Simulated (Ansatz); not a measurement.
# Relaxation of Zr₈Si₉O₃₁

Method: DFT PBE, scalar-relativistic, plane waves, PAW in Ansatz 0.2.0. (420 eV cutoff, 2×2×2 k-mesh, shifted by half a step, Gaussian smearing of 0.01 eV, collinear spin)

What was changed: Si on a O site (Wyckoff letter h), charge -1, atoms relaxed at the host's cell.

In a supercell of 48 atoms the defect feels its periodic images.

Command:

```bash
ansatz run input.yaml --threads 4 --pin off --max-ram 10240MiB --backend cpu --events-out ev --progress --plain --runs-dir out
```

Input:

```yaml
crystal:
  lattice:
    - [0.0, 6.6775196062, -6.0234747448]
    - [-6.6775196062, 0.0, 6.0234747448]
    - [6.6775196062, 0.0, 6.0234747448]
  atoms:
    - { symbol: Zr, position: [0.5161542043, 0.7470540891, 0.2470540891] }
    - { symbol: Zr, position: [-0.0021174101, 0.4989273875, 0.4982468549] }
    - { symbol: Zr, position: [0.4910475335, 0.2482412075, 0.7482412075] }
    - { symbol: Zr, position: [-0.0021174101, -0.0017531451, -0.0010726125] }
    - { symbol: Zr, position: [0.5013426435, 0.3778400983, 0.3790234001] }
    - { symbol: Zr, position: [0.0032422285, 0.1217708974, 0.6217708974] }
    - { symbol: Zr, position: [0.5013426435, 0.8790234001, 0.8778400983] }
    - { symbol: Zr, position: [-0.0542391092, 0.5865693495, 0.0865693495] }
    - { symbol: Si, position: [0.5545522368, 0.0454374492, 0.5454374492], spin: 0.5 }
    - { symbol: Si, position: [0.0011154422, 0.749963021, 0.7494318589] }
    - { symbol: Si, position: [0.4780643078, 0.4901094226, -0.0098905774] }
    - { symbol: Si, position: [0.0011154422, 0.2494318589, 0.249963021] }
    - { symbol: Si, position: [1.0024679903, 0.8691940808, 0.3691940808] }
    - { symbol: Si, position: [0.4992105477, 0.6299159061, 0.6229196603] }
    - { symbol: Si, position: [1.005985774, 0.3744614328, 0.8744614328] }
    - { symbol: Si, position: [0.4992105477, 0.1229196603, 0.1299159061] }
    - { symbol: Si, position: [0.2989021638, 0.8130419583, 0.3130419583], spin: 0.5 }
    - { symbol: O, position: [0.8157371699, 0.5706792388, 0.5666837724] }
    - { symbol: O, position: [0.3030405118, 0.3097598968, 0.8097598968] }
    - { symbol: O, position: [0.8157371699, 0.0666837724, 0.0706792388] }
    - { symbol: O, position: [-0.0229312541, 0.6779193598, 0.3668088624] }
    - { symbol: O, position: [0.4906487658, 0.4451640439, 0.6263025784] }
    - { symbol: O, position: [0.0039915006, 0.1924441266, 0.8794758226] }
    - { symbol: O, position: [0.5053344361, 0.9436349132, 0.1310515968] }
    - { symbol: O, position: [-0.0229312541, 0.8668088624, 0.1779193598] }
    - { symbol: O, position: [0.5053344361, 0.6310515968, 0.4436349132] }
    - { symbol: O, position: [0.0039915006, 0.3794758226, 0.6924441266] }
    - { symbol: O, position: [0.4906487658, 0.1263025784, 0.9451640439] }
    - { symbol: O, position: [0.184747414, 0.2508200614, 0.2524551484] }
    - { symbol: O, position: [0.7123589698, 0.0223278914, 0.5223278914] }
    - { symbol: O, position: [0.184747414, 0.7524551484, 0.7508200614] }
    - { symbol: O, position: [0.6572690742, 0.488845272, -0.011154728] }
    - { symbol: O, position: [0.5402683855, 0.2180401896, 0.5284443579] }
    - { symbol: O, position: [0.0075223316, 0.9346558369, 0.7525921618] }
    - { symbol: O, position: [0.4883562873, 0.6738077555, 0.9851591672] }
    - { symbol: O, position: [-0.0067042038, 0.426900803, 0.2416609792] }
    - { symbol: O, position: [0.1930955412, 0.0509388806, 0.5509388806] }
    - { symbol: O, position: [0.6830853184, 0.8089751928, 0.8061626298] }
    - { symbol: O, position: [0.1851402485, 0.5529551721, 0.0529551721] }
    - { symbol: O, position: [0.6830853184, 0.3061626298, 0.3089751928] }
    - { symbol: O, position: [0.8296381691, 0.8800012211, 0.3800012211] }
    - { symbol: O, position: [0.3159479436, 0.6380630056, 0.6108866003] }
    - { symbol: O, position: [0.8121695194, 0.3642353874, 0.8642353874] }
    - { symbol: O, position: [0.3159479436, 0.1108866003, 0.1380630056] }
    - { symbol: O, position: [0.0075223316, 0.2525921618, 0.4346558369] }
    - { symbol: O, position: [0.5402683855, 1.0284443579, 0.7180401896] }
    - { symbol: O, position: [-0.0067042038, 0.7416609792, 0.926900803] }
    - { symbol: O, position: [0.4883562873, 0.4851591672, 0.1738077555] }
  host:
    lattice:
      - [-3.3387598031, 3.3387598031, 3.0117373724]
      - [3.3387598031, -3.3387598031, 3.0117373724]
      - [3.3387598031, 3.3387598031, -3.0117373724]
    atoms:
      - { symbol: Zr, position: [0.0, 0.0, 0.0] }
      - { symbol: Zr, position: [0.75, 0.25, 0.5] }
      - { symbol: Si, position: [0.5, 0.5, 0.0] }
      - { symbol: Si, position: [0.25, 0.75, 0.5] }
      - { symbol: O, position: [0.1359051578, 0.3196650537, 0.8162401041] }
      - { symbol: O, position: [0.0696650537, 0.7534249495, 0.6837598959] }
      - { symbol: O, position: [0.0696650537, 0.3859051578, 0.3162401041] }
      - { symbol: O, position: [0.5034249495, 0.3196650537, 0.1837598959] }
      - { symbol: O, position: [0.6803349463, 0.4965750505, 0.8162401041] }
      - { symbol: O, position: [0.6140948422, 0.9303349463, 0.6837598959] }
      - { symbol: O, position: [0.2465750505, 0.9303349463, 0.3162401041] }
      - { symbol: O, position: [0.6803349463, 0.8640948422, 0.1837598959] }
total_charge: -1
basis:
  ecutwfc: 420
  xc_grid: 2
kpoints:
  mp_grid: { grid: [2, 2, 2], shift: [0.5, 0.5, 0.5] }
hamiltonian:
  xc: pbe
scf:
  occupations: { method: gaussian, width: 0.01 }
output:
  forces: true
  stress: false
  eigenvalues: true
  populations: true
  charged_corrections:
    defect_position: [0.3162401, 0.81795258, 0.31795258]
    epsilon: [[13.9347, 0.0, 0.0], [0.0, 13.9347, 0.0], [0.0, 0.0, 12.8306]]
  write_density: true
  write_potential: true
  elf: true
  volumetric_format: npy
magnetization:
  spin_polarized: true
relax:
  adjacent_minimum: "off"
  f_tol: 0.025
  max_steps: 45
```

F is the free energy.

Steps:

```tsv
step	F − F(1) (eV)	largest force component (eV/Å)
1	0.0000	1.865
2	-0.2214	0.604
3	-0.2627	0.169
4	-0.2742	0.069
5	-0.2753	0.017
```

Relaxed structure:

```xyz
48
Lattice="0.0000 6.6775 -6.0235 -6.6775 0.0000 6.0235 6.6775 0.0000 6.0235" Properties=species:S:1:pos:R:3 pbc="T T T"
Zr   -3.3388    3.4259    2.9205
Zr   -0.0112   -0.0192    6.0104
Zr    3.3388    3.3042    3.0476
Zr    0.0112   -0.0192   -0.0131
Zr    0.0184    3.3483    1.5334
Zr    3.3388    0.0266    4.4594
Zr   -0.0184    3.3483    7.5569
Zr   -3.3388   -0.3091    4.3892
Si    3.3388    3.6725    0.2031
Si   -0.0145   -0.0064    9.0192
Si   -3.3388    3.2151    0.0173
Si    0.0145   -0.0064    2.9957
Si   -3.3388    6.6921    1.4230
Si   -0.0492    3.3245    4.5329
Si    3.3388    6.7202    1.4587
Si    0.0492    3.3245   -1.4906
Si   -3.3388    1.9923    5.0111
O    -0.0228    5.4502    1.9163
O     3.3388    2.0357    4.9273
O     0.0228    5.4502   -4.1072
O    -2.0653   -0.1923    6.4534
O     1.2215    3.2727    3.5091
O     4.5914    0.0352    6.4326
O    -5.4668    3.4130    3.3845
O    -4.6122   -0.1923    6.4534
O    -1.2107    3.4130    3.3845
O     2.0861    0.0352    6.4326
O     5.4560    3.2727    3.5091
O     0.0167    1.2306    1.9255
O     3.3388    4.7775   -0.9945
O    -0.0167    1.2306    7.9489
O    -3.3388    4.4101   -1.0806
O     2.0807    3.6335    1.2635
O    -1.2293    0.0463   10.1061
O     2.0780    3.2722    7.0542
O    -1.2060   -0.1019    4.0695
O     3.3388    1.2936    2.4617
O    -0.0457    4.5496    5.6117
O    -3.3388    1.2460    2.5179
O     0.0457    4.5496   -0.4117
O    -3.3388    5.5394    2.6018
O    -0.1271    2.0977    5.6146
O     3.3388    5.4453    2.5139
O     0.1271    2.0977   -0.4089
O     1.2293    0.0463    4.0827
O    -2.0807    3.6335    7.2870
O     1.2060   -0.1019   10.0930
O    -2.0780    3.2722    1.0308
```

The run converged. The run took 4.5 min on 4 threads of Arm Neoverse V1, with other jobs on the host, peak memory 2.5 GiB.